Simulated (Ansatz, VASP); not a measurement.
One calculation of Sr, two programs

```
Sr
1.0
     0.00000    3.01914    3.01914
     3.01914    0.00000    3.01914
     3.01914    3.01914    0.00000
Sr
1
Direct
  0.00000 0.00000 0.00000
```

Alike in both runs: task single point; functional PBE; k mesh 9 × 9 × 9; occupations fermi-dirac, width 0.03 eV; no spin polarisation.

|  | VASP | Ansatz |
| --- | --- | --- |
| version | VASP 6.6.1 | Ansatz 0.2.0 |
| potentials or method | VASP PAW PBE potentials, release 64 (Sr_sv) | plane waves (420 eV) with PAW, scalar-relativistic |
| plane-wave cutoff (eV) | 520 | 420 |
| valence electrons in the cell | 10 | 10 |

|  | VASP | Ansatz | Ansatz less VASP |
| --- | --- | --- | --- |
| pressure (GPa) | -0.1 | -0.1 | -0.01 |

With one functional, cell and mesh, what is left measures potentials, basis and numerics.
